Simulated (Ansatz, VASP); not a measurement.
NaI in VASP and in Ansatz

The input POSCAR:

```
NaI
1.0
    0.0000000000      3.5431916648      3.5431916648
    3.5431916648      0.0000000000      3.5431916648
    3.5431916648      3.5431916648      0.0000000000
Na I
1 1
Direct
    0.0000000000      0.0000000000      0.0000000000
    0.2500000000      0.2500000000      0.2500000000
```

File INCAR.step1:

```
ALGO     = Normal         # electronic algorithm
EDIFF    = 1E-5           # SCF threshold, eV
ENCUT    = 520            # plane-wave cutoff, eV
GGA      = PE             # functional
ISIF     = 2              # what is computed and relaxed
ISMEAR   = 0              # smearing method
LASPH    = T              # aspherical terms in the spheres
LCHARG   = F              # write CHGCAR
LREAL    = F              # projectors in reciprocal space
LWAVE    = T              # write WAVECAR
NBANDS   = 14             # bands
NELM     = 100            # most SCF steps
PREC     = Accurate       # precision mode
SIGMA    = 0.01           # smearing width, eV
```

The input INCAR.step2:

```
ALGO     = Normal         # electronic algorithm
EDIFF    = 1E-7           # SCF threshold, eV
ENCUT    = 520            # plane-wave cutoff, eV
GGA      = PE             # functional
HFSCREEN = 0.2079         # screening, 1/A
ISIF     = 2              # what is computed and relaxed
ISMEAR   = 0              # smearing method
ISTART   = 1            
LASPH    = T              # aspherical terms in the spheres
LCHARG   = F              # write CHGCAR
LHFCALC  = T              # exact exchange
LREAL    = F              # projectors in reciprocal space
LWAVE    = F              # write WAVECAR
NBANDS   = 14             # bands
NELM     = 100            # most SCF steps
PREC     = Accurate       # precision mode
PRECFOCK = Normal       
SIGMA    = 0.01           # smearing width, eV
```

The input KPOINTS:

```
k-points
0
Gamma
  4 4 4
```

Input for Ansatz:

```yaml
crystal:
  lattice:
    - [0.0, 3.5431916648, 3.5431916648]
    - [3.5431916648, 0.0, 3.5431916648]
    - [3.5431916648, 3.5431916648, 0.0]
  atoms:
    - { symbol: Na, position: [0.0, 0.0, 0.0] }
    - { symbol: I, position: [0.25, 0.25, 0.25] }
kpoints:
  mp_grid: { grid: [4, 4, 4] }
hamiltonian:
  xc: hse06
scf:
  occupations: { method: fixed }
  n_extra_bands: 4
output:
  forces: true
  stress: true
  eigenvalues: true
```

The cell was built by a generator and needn't be a form met in nature.

Alike in both runs: task single point; functional HSE06; k mesh 4 × 4 × 4; no spin polarisation.

```csv
,VASP,Ansatz
version,VASP 6.6.1,Ansatz 0.2.0
potentials or method,"VASP PAW PBE potentials, release 64 (Na_pv, I)","plane waves, PAW"
plane-wave cutoff (eV),520,420
occupations,"gaussian, width 0.01 eV",fixed
valence electrons in the cell,14,26
```

VASP gave:

```
gap on the k mesh at the Fermi level (eV) : 4.80
pressure (GPa)                            : 0.2
```

Task: Which values does Ansatz return?

Result: gap on the k mesh at the Fermi level (eV): 4.81; pressure (GPa): 0.2.

The two sets of potentials don't hold the same shells in valence. Ansatz warned: «stress_exchange_threshold_loose».

Caveats: the PAW data sets were made with another functional, which shifts forces and pressure a little (VASP); spin-orbit coupling is left out, which moves the levels of the heavy elements.
